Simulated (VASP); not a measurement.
**Ag: single point with PBE**

Slab: Ag, a slab with vacuum.

```xyz
4
Lattice="2.9315 0.0000 0.0000 0.0000 4.1457 0.0000 0.0000 0.0000 19.3972" Properties=species:S:1:pos:R:3 pbc="T T T"
Ag    1.4657    2.0729    7.6157
Ag    0.0000    0.0000    8.8967
Ag    1.4657    2.0729   10.5005
Ag    0.0000    0.0000   11.7815
```

The slab is cut from a database's or a generator's crystal, which needn't be the stable form of the element.

```
Program             : VASP 6.6.1
Task                : single point
Functional          : PBE
Potentials or basis : VASP PAW PBE potentials, release 64 (Ag)
Cutoff              : 520 eV
k mesh              : 13 × 9 × 1
Occupations         : methfessel-paxton, width 0.1 eV
Spin                : no spin polarisation
```

```
Largest force                   : 0.006 eV/Å
Band gap on the k mesh          : none (metal or under the smearing width)
Work function of the upper face : 4.12 eV
Work function of the lower face : 4.12 eV
```

Forces on the atoms (eV/Å):
```
Ag   0.000  0.000 -0.006
Ag   0.000  0.000  0.004
Ag   0.000  0.000 -0.004
Ag   0.000  0.000  0.006
```

Levels at points of the mesh, in eV from the Fermi level:
```tsv
k point	band 20	band 21	band 22	band 23	band 24	band 25
(0.00, 0.00, 0.00)	-3.05	-2.76	-2.63	-0.37	2.39	2.87
```

Core levels (eV, on the scale of the bands):
```
atom                                                                                    levels
1 Ag  1s -25322.3, 2s -3726.0, 2p -3341.5, 3s -680.9, 3p -554.7, 3d -355.7, 4s -92.2, 4p -55.6
2 Ag  1s -25322.6, 2s -3726.3, 2p -3341.8, 3s -681.2, 3p -555.0, 3d -356.1, 4s -92.4, 4p -55.9
3 Ag  1s -25322.6, 2s -3726.3, 2p -3341.8, 3s -681.2, 3p -555.0, 3d -356.1, 4s -92.4, 4p -55.9
4 Ag  1s -25322.3, 2s -3726.0, 2p -3341.5, 3s -680.9, 3p -554.7, 3d -355.7, 4s -92.2, 4p -55.6
```

Run time: 56 s on 2 MPI ranks on Intel(R) Xeon(R) 6975P-C (Granite Rapids), on a shared host, peak memory 0.41 GiB a rank.
